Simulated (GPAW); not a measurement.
# Si2Mo (I4/mmm) in GPAW: a series of runs

One crystal, Si2Mo, is run at these levels: PBE, LDA+U; tasks: single point.

Program: GPAW 26.7.0. These are calculated values, not measurements. Logs are shortened: lines on timing, memory, paths and dates and some standing lists are left out, and cuts for length are marked. The log counts tension as positive stress, the text compression.

**1. Starting point**

It takes space group I4/mmm (No. 139, tetragonal). The conventional cell has a = 3.200 Å, b = 3.200 Å, c = 7.861 Å, α = 90.00°, β = 90.00°, γ = 90.00°. Mo (site symmetry 4/mmm) has 10 Si at 2.62 Å as nearest neighbours. Around Si (site symmetry 4mm) lie 5 Si at 2.61 to 2.63 Å and 5 Mo at 2.62 Å.

**2. Single point, PBE**

run.py reads:

```python
from ase.dft.bandgap import bandgap
from ase.io import write
from ase.spacegroup import crystal
from ase.units import GPa
from gpaw import GPAW, PW

# Mo 2a
# Si 4e
atoms = crystal(['Mo', 'Si'],
                basis=[[0.0, 0.0, 0.0],
                       [0.5, 0.5, 0.167]],
                spacegroup=139, setting=1,  # I4/mmm
                cellpar=[3.2, 3.2, 7.861, 90.0, 90.0, 90.0],
                primitive_cell=True)

calc = GPAW(mode=PW(500),
            xc='PBE',
            kpts={'size': (9, 9, 9), 'gamma': True},
            occupations={'name': 'fermi-dirac', 'width': 0.05},
            nbands=23,
            maxiter=120,
            txt='gpaw.txt')
atoms.calc = calc
energy = atoms.get_potential_energy()
forces = atoms.get_forces()
stress = atoms.get_stress()
calc.write('gs.gpw')
write('result.traj', atoms)
print(f'Energy: {energy:.6f} eV')
print('Forces (eV/A):')
print(forces.round(4))
print('Stress (GPa):', (stress / GPa).round(3))
print('Fermi level:', round(calc.get_fermi_level(), 4), 'eV')
print(f'Gap: {bandgap(calc)[0]:.4f} eV, direct: {bandgap(calc, direct=True)[0]:.4f} eV')
```

Potentials or basis: GPAW PAW data sets (gpaw-data 1.2.1), pw.

Started as:

```console
$ OMP_NUM_THREADS=1 python run.py
```

gpaw.txt:

```text
__  _  _
 | _ |_)|_||  |
 |__||  | ||/\| - 26.7.0

Input parameters:
  mode=PW(ecut=500.0),
  kpts=MonkhorstPack(size=(9, 9, 9), gamma=True),
  maxiter=120,
  nbands=23,
  occupations=Occupations(name='fermi-dirac', width=0.05),
  xc=XC(name='PBE')

Diagonalizing LCAO Hamiltonian
Converting LCAO to pw mode

       Si

       Si

       Mo

Atoms  # Å, Bohr magnetons
|   | symbol |        x |        y |        z |    initial magnetic moments |
|---|--------|----------|----------|----------|-----------------------------|
| 0 |     Mo | 0.000000 | 0.000000 | 0.000000 | ( 0.0000,  0.0000,  0.0000) |
| 1 |     Si | 0.000000 | 0.000000 | 5.243287 | ( 0.0000,  0.0000,  0.0000) |
| 2 |     Si | 0.000000 | 0.000000 | 2.617713 | ( 0.0000,  0.0000,  0.0000) |

Unit cell  # Å
| periodic |         x |         y |         z |  lengths |     angles |
|----------|-----------|-----------|-----------|----------|------------|
|      yes | -1.600000 |  1.600000 |  3.930500 | 4.535287 | 138.683989 |
|      yes |  1.600000 | -1.600000 |  3.930500 | 4.535287 | 138.683989 |
|      yes |  1.600000 |  1.600000 | -3.930500 | 4.535287 |  59.857036 |

Number of symmetries: 16
Symmetry operations  # r_c * U_cc + t_c -> r_c
|    | kind |            matrix            |
|----|------|------------------------------|
|  0 |  σ   |  1, 1, 1,  0, 0,-1,  0,-1, 0 |
|  1 |  C4  |  1, 1, 1,  0, 0,-1, -1, 0, 0 |
|  2 |  E   |  1, 0, 0,  0, 1, 0,  0, 0, 1 |
|  3 |  σ   |  1, 0, 0,  0, 1, 0, -1,-1,-1 |
|  4 |  σ   |  0, 1, 0,  1, 0, 0,  0, 0, 1 |
|  5 |  C2  |  0, 1, 0,  1, 0, 0, -1,-1,-1 |
|  6 |  C2  |  0, 0, 1, -1,-1,-1,  1, 0, 0 |
|  7 |  S4  |  0, 0, 1, -1,-1,-1,  0, 1, 0 |
|  8 |  C4  |  0, 0,-1,  1, 1, 1,  0,-1, 0 |
|  9 |  σ   |  0, 0,-1,  1, 1, 1, -1, 0, 0 |
| 10 |  σ   |  0,-1, 0, -1, 0, 0,  1, 1, 1 |
| 11 |  C2  |  0,-1, 0, -1, 0, 0,  0, 0,-1 |
| 12 |  C2  | -1, 0, 0,  0,-1, 0,  1, 1, 1 |
| 13 |  i   | -1, 0, 0,  0,-1, 0,  0, 0,-1 |
| 14 |  S4  | -1,-1,-1,  0, 0, 1,  1, 0, 0 |
| 15 |  C2  | -1,-1,-1,  0, 0, 1,  0, 1, 0 |

BZ-sampling:
  Number of BZ points: 729
  Number of IBZ points: 75

  Monkhorst-Pack size: [9, 9, 9]
  Monkhorst-Pack shift: [0, 0, 0]

K-points  # in reciprocal-cell coordinates
|     |                                coordinates |     weight |
|-----|--------------------------------------------|------------|
|   0 | (  0.00000000,   0.00000000,   0.00000000) | 0.00137174 |
|   1 | (  0.11111111,  -0.11111111,   0.00000000) | 0.00548697 |
|   2 | (  0.11111111,  -0.11111111,   0.11111111) | 0.00548697 |
|   3 | (  0.11111111,   0.00000000,   0.00000000) | 0.01097394 |
|   4 | (  0.11111111,   0.11111111,  -0.11111111) | 0.00274348 |
|   5 | (  0.22222222,  -0.22222222,   0.00000000) | 0.00548697 |
|   6 | (  0.22222222,  -0.22222222,   0.11111111) | 0.01097394 |
|   7 | (  0.22222222,  -0.22222222,   0.22222222) | 0.00548697 |
|   8 | (  0.22222222,  -0.11111111,   0.00000000) | 0.02194787 |
|   9 | (  0.22222222,  -0.11111111,   0.11111111) | 0.01097394 |
| ... |                                            |            |
|  74 | (  0.44444444,   0.44444444,   0.44444444) | 0.01097394 |

Plane wave coefficients: 1039
Cutoff: 500.0 eV

Spin-components: 1 (collinear spins)
Bands:           23
Projectors:      16
Spin-degeneracy: 2
Datatype:        complex128

Parallelization:
  kpt:    1
  domain: 1
  band:   1

Density:
  Valence electrons: 22.0
  Components: 1
  Grid points: [24 24 24]
  Charge: 0.0  # |e|

Potential:
  Grid points: [24 24 24]

species:
  Mo:
    name:    Molybdenum
    Z:       42.0
    valence: 14
    core:    28
    charge:  0.0  # [|e|]
    compensation charges:
      type: gauss
      rc: 0.38  # [Å]
      lmax: 2
    cutoffs:
      filter: 2.16  # [Å]
      core: 1.42  # [Å]
    projectors
    | kind |    occ | energy [eV] | rcut [Å] |
    |------|--------|-------------|----------|
    |   4s |  2.000 |     -64.307 |    1.238 |
    |   5s |  1.000 |      -4.084 |    1.238 |
    |   4p |  6.000 |     -38.491 |    1.296 |
    |   5p |  0.000 |      -1.044 |    1.296 |
    |   4d |  5.000 |      -3.754 |    1.296 |
    |    d |        |      23.458 |    1.296 |

    Using partial waves for Mo as LCAO basis

  Si:
    name:    Silicon
    Z:       14.0
    valence: 4
    core:    10
    charge:  0.0  # [|e|]
    compensation charges:
      type: gauss
      rc: 0.33  # [Å]
      lmax: 2
    cutoffs:
      filter: 1.86  # [Å]
      core: 2.06  # [Å]
    projectors
    | kind |    occ | energy [eV] | rcut [Å] |
    |------|--------|-------------|----------|
    |   3s |  2.000 |     -10.812 |    1.058 |
    |   3p |  2.000 |      -4.081 |    1.058 |
    |    s |        |      16.399 |    1.058 |
    |    p |        |      23.130 |    1.058 |
    |    d |        |       0.000 |    1.058 |

    Using partial waves for Si as LCAO basis

Reference energy: -125906.761132  # eV

eigensolver:
  PPCG
  Converge bands: occupied
  niter=2

density mixing:
  MSR1-Mixer
  Pratt-step length: 0.05
  Maximum mixing coefficient: 0.75
  Old densities: 10
  SVD Regularization: 0.005
  Good broyden scale: 1.0
  Trust region scale: 1.0
  Backstep threshold: 4.0
  History deletion threshold: 6.0
  Fourier metric: weight=20.0, sigma=0.015

occupation numbers:
  Fermi-Dirac:
    width: 0.0500  # eV

poisson solver:
  ecut: 4000.0  # eV

xc functional:
  name: PBE with 2 nearest neighbor stencil

convergence criteria:
- Maximum [total energy] change in last 3 cyles: 0.0005 eV / valence electron
- Maximum integral of absolute [dens]ity change: 0.0001 electrons / valence electron
- Maximum integral of absolute [eigenst]ate change: 4e-08 eV^2 / valence electron
maximum number of iterations: 120

SCF iterations
|iter     | |      energy | eigst |  dens |
|---------|-|-------------|-------|-------|
|iter:   1| |  -24.605227 | +0.46 |       |
|iter:   2| |  -24.237986 | -1.99 | -0.98 |
|iter:   3| |  -23.520410 | -1.35 | -1.04 |
|iter:   4| |  -23.508696 | -2.83 | -1.48 |
|iter:   5| |  -23.508063 | -2.97 | -1.74 |
|iter:   6| |  -23.508210c| -4.27 | -2.36 |
|iter:   7| |  -23.508279c| -5.50 | -3.01 |
|iter:   8| |  -23.508277c| -7.07 | -3.90 |
|iter:   9| |  -23.508277c| -8.43c| -4.48c|

Converged in 9 steps
Energy contributions relative to reference atoms: (reference = -125906.761132)

Energy contributions:
  Kinetic:           1.265974
  Coulomb:          -1.845346
  Zero:             -0.294707
  External:          0.000000
  Xc:              -22.632703
  Entropy:          -0.002989
  Spinorbit:         0.000000
  ----------------------------
  Free energy:     -23.509772
  Extrapolated:    -23.508277

dipole moment: (-12.902184, -12.902184, 2.406616)  # |e|*Ang

Fermi level: 12.059
Eigenvalues  # (at kpt = [0.000, 0.000, 0.000])
| band index |      eig [eV] | occ [0-2] |
|------------|---------------|-----------|
|          0 |       -48.662 |     2.000 |
|        ... |               |           |
|          2 |       -22.760 |     2.000 |
|          3 |       -22.760 |     2.000 |
|          4 |        -1.335 |     2.000 |
|          5 |         5.815 |     2.000 |
|          6 |         8.644 |     2.000 |
|          7 |         9.133 |     2.000 |
[... 8 lines left out ...]
|         16 |        17.113 |     0.000 |
|         17 |        17.113 |     0.000 |
|        ... |               |           |
|         22 |        27.118 |     0.000 |

No gap
No difference between direct/indirect transitions

Forces  # eV/Ang
|       x |       y |        z |
|---------|---------|----------|
| 0.00000 | 0.00000 | -0.00000 |  # Mo   0
| 0.00000 | 0.00000 | -0.29089 |  # Si   1
| 0.00000 | 0.00000 |  0.29089 |  # Si   2

Stress tensor  # eV/Ang^3
|         x |         y |         z |
|-----------|-----------|-----------|
| -0.020350 |  0.000000 | -0.000000 |
|  0.000000 | -0.020350 |  0.000000 |
| -0.000000 |  0.000000 | -0.011865 |

# Writing to gs.gpw (mode='')
```

Run time: 41 s. Hardware: 1 thread of Arm Neoverse V2, shared host; peak memory 0.21 GiB.

What came out:

```
Free energy            : -23.5098 eV
Pressure               : 2.8 GPa
Largest force          : 0.291 eV/Å
Band gap on the k mesh : none (metal or under the smearing width)
```

Forces in eV/Å, atoms in the order of the input:
```
Mo   0.000  0.000  0.000
Si   0.000  0.000 -0.291
Si   0.000  0.000  0.291
```

Caveat: the cutoff is short for stress and forces, so pressures can be off by a GPa or more.

**3. Single point, LDA+U**

run.py reads:

```python
import spglib
from ase import Atoms
from ase.dft.bandgap import bandgap
from ase.io import read, write
from ase.units import GPa
from gpaw import GPAW, PW

atoms = read('Si2Mo.cif')
cell, positions, numbers = spglib.find_primitive(
    (atoms.cell[:], atoms.get_scaled_positions(), atoms.numbers), symprec=1e-4)
atoms = Atoms(numbers, cell=cell, scaled_positions=positions, pbc=True)

calc = GPAW(mode=PW(400),
            xc='LDA',
            kpts={'size': (9, 9, 9), 'gamma': True},
            occupations={'name': 'fermi-dirac', 'width': 0.05},
            setups={'Mo': ':d,4.0'},
            nbands=23,
            maxiter=120,
            txt='gpaw.txt')
atoms.calc = calc
energy = atoms.get_potential_energy()
forces = atoms.get_forces()
stress = atoms.get_stress()
calc.write('gs.gpw')
write('result.traj', atoms)
print(f'Energy: {energy:.6f} eV')
print('Forces (eV/A):')
print(forces.round(4))
print('Stress (GPa):', (stress / GPa).round(3))
print('Fermi level:', round(calc.get_fermi_level(), 4), 'eV')
print(f'Gap: {bandgap(calc)[0]:.4f} eV, direct: {bandgap(calc, direct=True)[0]:.4f} eV')
```

Si2Mo.cif reads:

```cif
data_Si2Mo
_cell_length_a 3.20000000
_cell_length_b 3.20000000
_cell_length_c 7.86100000
_cell_angle_alpha 90.00000000
_cell_angle_beta 90.00000000
_cell_angle_gamma 90.00000000
_space_group_name_H-M_alt 'I4/mmm'
_space_group_name_Hall '-I 4 2'
_space_group_IT_number 139
loop_
_space_group_symop_operation_xyz
'x,y,z'
'-x,-y,-z'
'-y,x,z'
'y,-x,-z'
'-x,-y,z'
'x,y,-z'
'y,-x,z'
'-y,x,-z'
'x,-y,-z'
'-x,y,z'
'-y,-x,-z'
'y,x,z'
'-x,y,-z'
'x,-y,z'
'y,x,-z'
'-y,-x,z'
'x+1/2,y+1/2,z+1/2'
'-x+1/2,-y+1/2,-z+1/2'
'-y+1/2,x+1/2,z+1/2'
'y+1/2,-x+1/2,-z+1/2'
'-x+1/2,-y+1/2,z+1/2'
'x+1/2,y+1/2,-z+1/2'
'y+1/2,-x+1/2,z+1/2'
'-y+1/2,x+1/2,-z+1/2'
'x+1/2,-y+1/2,-z+1/2'
'-x+1/2,y+1/2,z+1/2'
'-y+1/2,-x+1/2,-z+1/2'
'y+1/2,x+1/2,z+1/2'
'-x+1/2,y+1/2,-z+1/2'
'x+1/2,-y+1/2,z+1/2'
'y+1/2,x+1/2,-z+1/2'
'-y+1/2,-x+1/2,z+1/2'
loop_
_atom_site_label
_atom_site_type_symbol
_atom_site_symmetry_multiplicity
_atom_site_Wyckoff_symbol
_atom_site_fract_x
_atom_site_fract_y
_atom_site_fract_z
_atom_site_occupancy
Mo1 Mo 2 a 0.0000000000 0.0000000000 0.0000000000 1
Si1 Si 4 e 0.5000000000 0.5000000000 0.1670000000 1
```

Potentials or basis: the program's PAW data sets (release 1.2.1) made for this functional, pw.

Started as:

```console
$ OMP_NUM_THREADS=1 python run.py
```

Run time: 42 s. Hardware: 1 thread of Arm Neoverse V2, shared host; peak memory 0.16 GiB.

These settings aren't checked as converged: the numbers below hold their error.

What came out:

| Property | Result |
| --- | --- |
| Free energy | -21.2905 eV |
| Pressure | -6.4 GPa |
| Largest force | 0.705 eV/Å |
| Band gap on the k mesh | none (metal or under the smearing width) |

Caveat: the cutoff is short for stress and forces, so pressures can be off by a GPa or more; U without spin polarisation on a metal has little footing; the U is typed as a test and isn't derived for this compound.
